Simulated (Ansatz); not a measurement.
All numbers below come from Ansatz, DFT PBE, scalar-relativistic, plane waves, PAW. Settings: cutoff 420 eV, Γ-centred meshes spaced at most about 0.3 Å⁻¹, and about 0.25 Å⁻¹ or finer for metals (2π included), Gaussian smearing. No spin polarisation in the final relaxations.

All energies are static (0 K, no zero-point motion). All come from trial cells, and lower structures may exist.

Question: Which of these relaxed structures of HgH3 is the lowest in energy?
1.

```xyz
4
Lattice="3.7080 0.0000 0.0000 -1.8540 3.2112 0.0000 0.0000 0.0000 3.7109" Properties=species:S:1:pos:R:3 pbc="T T T"
Hg    0.0000    0.0000    0.0000
H     0.0000    2.1408    0.0000
H     1.8540    1.0704    0.0000
H     0.0000    0.0000    1.8554
```

2.

```xyz
8
Lattice="7.1669 0.0000 0.0000 0.0000 7.1669 0.0000 0.0000 0.0000 7.1669" Properties=species:S:1:pos:R:3 pbc="T T T"
Hg    3.5834    3.5834    3.5834
Hg    0.0000    0.0000    0.0000
H     0.3762    3.5834    3.5834
H     6.7907    3.5834    3.5834
H     3.5834    0.3762    3.5834
H     3.5834    6.7907    3.5834
H     3.5834    3.5834    0.3762
H     3.5834    3.5834    6.7907
```

3.

```xyz
4
Lattice="2.8395 0.0000 0.0000 -1.4197 2.4591 0.0000 0.0000 0.0000 6.1170" Properties=species:S:1:pos:R:3 pbc="T T T"
Hg    0.0000    0.0000    0.0000
H     2.0625    0.4486    3.0585
H     1.4197    1.5619    3.0585
H     0.7770    0.4486    3.0585
```

4.

```xyz
4
Lattice="5.3991 0.0000 0.0000 -2.6995 4.6757 0.0000 0.0000 0.0000 3.8328" Properties=species:S:1:pos:R:3 pbc="T T T"
Hg    0.0000    0.0000    0.0000
H     0.0000    0.0000    1.9164
H     2.6995    1.5586    1.5399
H     2.6995    1.5586    2.2929
```

Answer: 2. It has space group Pm-3m (No. 221); the next, 4, with space group P-6m2 (No. 187), lies 185 meV/atom higher. Counting H atoms around Hg (those within 1.25 times the shortest such distance or 1.15 times the sum of covalent radii; a plus sign parts nearer from farther groups; the shortest distance is added where it is long for a bond; a slash parts the counts of unlike sites), the lowest has Hg 6+6 from 3.2 Å/24 from 5.1 Å and the next has Hg 2. The lowest and the next both hold H–H pairs as short as in free H₂ molecules. Even the lowest lies +0.03 eV/atom against the elements.

Weakly bound directions are ill-defined at this level, which has no dispersion term (Pm-3m, P-6m2 at 24.2 Å³/atom, P-6m2 at 10.7 Å³/atom), and this can change margins and order among such cells. Spin–orbit coupling, which can matter for Hg, is left out. With hydrogen, zero-point motion can shift such differences by 10 meV/atom or more. A magnetic state wasn't ruled out in cells without spin, among them P-6m2 at 24.2 Å³/atom, P-6m2 at 10.7 Å³/atom, P6/mmm. Cells relaxed within their symmetry can be saddle points. Some structure types and database cells were kept out of the candidates from the start, so a known form may be missing.
